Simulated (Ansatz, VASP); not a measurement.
**One calculation of SnTe3, two programs**

Contents of INCAR:

```
SYSTEM = SnTe3
  PREC = Accurate
  ENCUT = 520
  EDIFF = 1E-6
  ISMEAR = -5
  SIGMA = 0.1
  LREAL = .FALSE.
  LASPH = .TRUE.
  NELM = 100
  ALGO = Normal
  ISIF = 2
  LWAVE = .FALSE.
  LCHARG = .TRUE.
  GGA = PE
  LELF = .TRUE.
  LVHAR = .TRUE.
  NBANDS = 24
```

KPOINTS

```
Automatic mesh
0
G
  10 10 10
  0 0 0
```

The input POSCAR:

```
SnTe3
1.0
    0.0000000000      3.8612190000      3.8612190000
    3.8612190000      0.0000000000      3.8612190000
    3.8612190000      3.8612190000      0.0000000000
Sn Te
1 3
Direct
    0.0000000000      0.0000000000      0.0000000000
    0.2500000000      0.2500000000      0.2500000000
    0.7500000000      0.7500000000      0.7500000000
    0.5000000000      0.5000000000      0.5000000000
```

Input for Ansatz:

```yaml
crystal:
  lattice:
    - [0.0, 3.861219, 3.861219]
    - [3.861219, 0.0, 3.861219]
    - [3.861219, 3.861219, 0.0]
  atoms:
    - { symbol: Sn, position: [0.0, 0.0, 0.0] }
    - { symbol: Te, position: [0.25, 0.25, 0.25] }
    - { symbol: Te, position: [0.75, 0.75, 0.75] }
    - { symbol: Te, position: [0.5, 0.5, 0.5] }
basis:
  ecutwfc: 420
kpoints:
  mp_grid: { grid: [10, 10, 10] }
hamiltonian:
  xc: pbe
scf:
  occupations: { method: tetrahedron }
output:
  forces: true
  stress: true
  eigenvalues: true
```

Alike in both runs: task single point; functional PBE; k mesh 10 × 10 × 10; occupations tetrahedron; no spin polarisation.

|  | VASP | Ansatz |
| --- | --- | --- |
| version | VASP 6.6.1 | Ansatz 0.2.0 |
| potentials or method | VASP PAW PBE potentials, release 64 (Sn_d, Te) | scalar-relativistic, plane waves, PAW |
| plane-wave cutoff (eV) | 520 | 420 |
| valence electrons in the cell | 32 | 62 |

```csv
,VASP,Ansatz,Ansatz less VASP
gap on the k mesh at the Fermi level (eV),none,none,-
pressure (GPa),-0.1,0.0,+0.06
```

A gap of «none» marks a metal or a gap that the smearing closes. The two sets of potentials don't hold the same shells in valence. Ansatz warned: «band_table_not_solved_further».

Caveats: tetrahedron occupations give inexact forces and stress in metals. The runs have no spin-orbit coupling, so splittings on Te are missing.
